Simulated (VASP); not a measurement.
VASP 6.6.1 run: InSb

INCAR

```
ISMEAR = -1
ENCUT = 520
ISYM = 3
LASPH = .TRUE.
LWAVE = .FALSE.
IBRION = -1
NSW = 0
NELECT = 17
NBANDS = 16
LREAL = .FALSE.
LCHARG = .FALSE.
PREC = Accurate
NELM = 120
ISIF = 2
SIGMA = 0.02
EDIFF = 1E-7
GGA = PE
```

KPOINTS

```
KPOINTS created by Atomic Simulation Environment
0
Monkhorst-Pack
6 6 6
0 0 0
```

POSCAR

```
In Sb
 1.0000000000000000
     0.0000000000000000    3.2795130174999998    3.1483324968000002
     3.2795130174999998    0.0000000000000000    3.1483324968000002
     3.2795130174999998    3.2795130174999998    0.0000000000000000
 In  Sb
   1   1
Cartesian
  0.0000000000000000  0.0000000000000000  0.0000000000000000
  1.6397565087499999  1.6397565087499999  1.5741662484000001
```

The recommended PBE PAW datasets give the neutral cell 18 valence electrons.

Command

```
mpirun -np 1 vasp_std
```

Q: How does this run end, and what does it give?

A: VASP stopped with an error.

OSZICAR

```
N       E                     dE             d eps       ncg     rms          rms(c)
DAV:   1     0.101231747966E+03    0.10123E+03   -0.70664E+03  2016   0.101E+03
DAV:   2    -0.411602608840E+01   -0.10535E+03   -0.10131E+03  2264   0.269E+02
DAV:   3    -0.107828058755E+02   -0.66668E+01   -0.66126E+01  2584   0.693E+01
DAV:   4    -0.109736619210E+02   -0.19086E+00   -0.19081E+00  2560   0.134E+01
DAV:   5    -0.109838698074E+02   -0.10208E-01   -0.10208E-01  3016   0.252E+00
```

Standard output (part)

```
POSCAR found type information on POSCAR InSb
 POSCAR found :  2 types and       2 ions
 LDA part: xc-table for (Slater+PW92), standard interpolation
 POSCAR, INCAR and KPOINTS ok, starting setup
 WAVECAR not read
 entering main loop
|                     _     ____    _    _    _____     _                     |
|                    | |   | |_) | | |  | | | |  __    | |                    |
|                    |_|   |  _ <  | |  | | | | |_ |   |_|                    |
|                     _    | |_) | | |__| | | |__| |    _                     |
|     internal error in CHECK_FULL_KPOINTS: KPOINTS_FULL not properly         |
|     initialised                                                             |
|     If you are not a developer, you should not encounter this problem.      |
|     Please submit a bug report.                                             |
```

The cell is charged and sits in a uniform background.
